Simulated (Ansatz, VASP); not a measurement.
## One calculation of Rh, two programs

```
Rh
1.0
     0.00000    1.98134    1.98134
     1.98134    0.00000    1.98134
     1.98134    1.98134    0.00000
Rh
1
Direct
  0.00000 0.00000 0.00000
```

Alike in both runs: task single point; functional PBE; k mesh 18 × 18 × 18; occupations gaussian, width 0.1 eV; no spin polarisation.

|  | VASP | Ansatz |
| --- | --- | --- |
| version | VASP 6.6.1 | Ansatz 0.2.0 |
| potentials or method | VASP PAW PBE potentials, release 64 (Rh_pv) | scalar-relativistic, plane waves, PAW |
| plane-wave cutoff (eV) | 520 | 420 |
| valence electrons in the cell | 15 | 17 |

|  | VASP | Ansatz | Ansatz less VASP |
| --- | --- | --- | --- |
| gap on the k mesh at the Fermi level (eV) | none | none | - |
| pressure (GPa) | -20.1 | -20.1 | +0.01 |

A gap of «none» marks a metal or a gap that the smearing closes. The two sets of potentials don't hold the same shells in valence.

Caveats: so large a pressure means that the cell lies far from this level's equilibrium, or that cutoff or potentials fall short (VASP).
